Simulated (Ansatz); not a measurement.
Relaxed Sb2Te3 (Bi2Te3 type, space group R-3m):

```xyz
5
Lattice="2.1381 1.2344 9.9416 -2.1381 1.2344 9.9416 0.0000 -2.4688 9.9416" Properties=species:S:1:pos:R:3 pbc="T T T"
Sb     0.0000     0.0000    11.9018
Sb     0.0000     0.0000    17.9230
Te     0.0000     0.0000     0.0000
Te     0.0000     0.0000     6.2682
Te     0.0000     0.0000    23.5567
```

In each cell atom 5 (Te, nearest neighbour Sb at 3.005 Å; its periodic images, 4.3 Å or more away, move with it) moves by s·(-0.711, 0.411, -0.570) (towards the nearest neighbour), the rest being held.

Calculation: PBE-D3(BJ) (plane waves to 420 eV, PAW, scalar-relativistic; Ansatz, a first-principles code). k mesh 7×7×7 (Γ-centred), Fermi-Dirac smearing 0.05 eV. Energies are smeared free energies. As the smearing reaches across the gap at some points, energies and forces of such displacements shift with the k mesh and the smearing. Sb2Te3 was relaxed with its symmetry unable to fall. Spin-orbit coupling is left out, though Sb and Te are heavy. ΔE is measured from the undisplaced structure.

The scan covers s from -0.600 to 0.600 Å in 11 points.

Is the energy the same for displacements of ±0.600 Å, and if not, which side lies higher?

Not even: the positive side lies higher at ±0.600 Å. With its periodic images moving along, the atom's site symmetry in this cell is 3m.

What is the energy change at s = 0.600 Å?

1307 meV/cell.

What force acts on the atom along the line at s = -0.600 Å?

1.35 eV/Å.

What is the force constant k = d²E/ds² of this move at s = 0?

4.07 eV/Å².

(A displaced cell: forces are minus the slopes of the energy, force constants its curvatures, and phonons follow from these.)
